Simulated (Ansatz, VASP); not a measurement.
# One calculation of Bi, two programs

File INCAR:

```
SYSTEM = Bi
  ALGO = Fast
  EDIFF = 1E-7
  EDIFFG = -0.04
  ENCUT = 600
  GGA = PS
  IBRION = 2
  ISIF = 3
  ISMEAR = 0
  LASPH = .TRUE.
  LCHARG = .FALSE.
  LREAL = .FALSE.
  LWAVE = .FALSE.
  NELM = 100
  NSW = 90
  PREC = Accurate
  SIGMA = 0.1
```

File KPOINTS:

```
k-points
0
G
  3 3 6
  0 0 0
```

File POSCAR:

```
Bi
1.0
    6.0855846111      0.0000000000      0.0000000000
   -3.0427923055      5.2702708701      0.0000000000
    0.0000000000      0.0000000000      3.7307279572
Bi
3
Direct
    0.0000000000      0.0000000000      0.0000000000
    0.3333333333      0.6666666667      0.5000000000
    0.6666666667      0.3333333333      0.5000000000
```

Input for Ansatz:

```yaml
crystal:
  lattice:
    - [6.0855846111, 0.0, 0.0]
    - [-3.0427923055, 5.2702708701, 0.0]
    - [0.0, 0.0, 3.7307279572]
  atoms:
    - { symbol: Bi, position: [0.0, 0.0, 0.0] }
    - { symbol: Bi, position: [0.3333333333, 0.6666666667, 0.5] }
    - { symbol: Bi, position: [0.6666666667, 0.3333333333, 0.5] }
basis:
  ecutwfc: 420
kpoints:
  mp_grid: { grid: [3, 3, 6] }
hamiltonian:
  xc: pbesol
scf:
  occupations: { method: gaussian, width: 0.1 }
  lower_state_search: "off"
output:
  forces: true
  stress: true
  eigenvalues: true
relax:
  adjacent_minimum: "off"
  f_tol: 0.04
  max_steps: 70
  cell: { stress_tol: 0.4 }
```

Alike in both runs: task relaxation of cell and atoms; functional PBEsol; k mesh 3 × 3 × 6; occupations gaussian, width 0.1 eV; no spin polarisation.

|  | VASP | Ansatz |
| --- | --- | --- |
| version | VASP 6.6.1 | Ansatz 0.2.0 |
| potentials or method | VASP PAW PBE potentials, release 64 (Bi_d) | scalar-relativistic, plane waves, PAW |
| plane-wave cutoff (eV) | 600 | 420 |
| valence electrons in the cell | 45 | 45 |

```csv
,VASP,Ansatz,Ansatz less VASP
"gap on the k mesh at the Fermi level, each at its own relaxed structure (eV)",none,none,-
relaxed volume (Å³/atom),30.10,30.08,-0.022
relaxed cell length with the largest relative difference (Å),3.279,3.274,-0.0049
energy change over the relaxation (meV/atom),-354,-354,-0.7
```

A gap of «none» marks a metal or a gap that the smearing closes.

Caveats: the k mesh is coarse (spacing up to 0.40 Å⁻¹), so the values aren't converged; the volume moved by over 15 % at a fixed basis, so the end points are rough; the PAW data sets were made with another functional, which shifts forces and pressure a little (VASP); spin-orbit coupling is left out, which moves the levels of the heavy elements.
